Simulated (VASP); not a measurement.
## KI: equation of state with PBEsol

KI:

```xyz
2
Lattice="0.0000 3.5328 3.5328 3.5328 0.0000 3.5328 3.5328 3.5328 0.0000" Properties=species:S:1:pos:R:3 pbc="T T T"
I     3.5328    3.5328    3.5328
K     0.0000    0.0000    0.0000
```

```json
{
 "Program": "VASP 6.6.1",
 "Task": "equation of state",
 "Functional": "PBEsol",
 "Potentials or basis": "VASP PAW PBE potentials, release 64 (I, K_sv)",
 "Cutoff": "520 eV",
 "k mesh": "7 × 7 × 7",
 "Occupations": "fermi-dirac, width 0.05 eV",
 "Spin": "no spin polarisation"
}
```

```yaml
Equilibrium_volume: 43.18 Å³/atom
Bulk_modulus: 12.1 GPa
Pressure_derivative_of_the_bulk_modulus: 5.0
```

Energy against volume, from the lowest point:
```csv
volume (Å³/atom),energy (meV/atom)
41.445,2.85
42.327,0.66
43.209,0.00
44.091,0.70
44.973,2.61
45.854,5.58
46.736,9.49
```

All runs of the series together: 5.5 min on 1 thread of Intel(R) Xeon(R) Platinum 8375C CPU @ 2.90GHz (Ice Lake), with other jobs on the host.

Caveat: the PAW data sets were made with another functional, which shifts forces and pressure a little. The run has no spin-orbit coupling, so splittings on I are missing.
